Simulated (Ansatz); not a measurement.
## Deforming Sr

```xyz
1
Lattice="0.0000 3.0423 3.0423 3.0423 0.0000 3.0423 3.0423 3.0423 0.0000" Properties=species:S:1:pos:R:3 pbc="T T T"
Sr    0.0000    0.0000    0.0000
```

The cell is COD entry 9008484, as deposited and not checked against the literature; nothing was relaxed.

The calculation used DFT, PBE, all-electron LAPW, scalar-relativistic in Ansatz 0.2.0.

Settings: a Γ-centred 10×10×10 k mesh, Fermi–Dirac smearing of 0.08 eV, basis error target 0.5 meV/atom, no spin polarisation.

The unchanged cell is at -0.27 GPa, so energy changes include a term −P ΔV where the volume moves.

In a metal, stresses and small energies carry noise from the k mesh.

x, y and z are the Cartesian axes of the cell as listed; fractional coordinates follow a strain, and an engineering shear is twice the off-diagonal strain component.

**Question.** With this change (x and y strained by -1 %, z held), what becomes of the energy and stress?

**Answer.** Energy change -1 meV/atom; stress change (xx, yy, zz, yz, xz, xy) 0.24, 0.24, 0.19, 0.00, 0.00, 0.00 GPa, compression positive.

With x and y strained by +2 %, z held: energy change +7 meV/atom; stress change (xx, yy, zz, yz, xz, xy) -0.43, -0.43, -0.35, 0.00, 0.00, 0.00 GPa, compression positive.
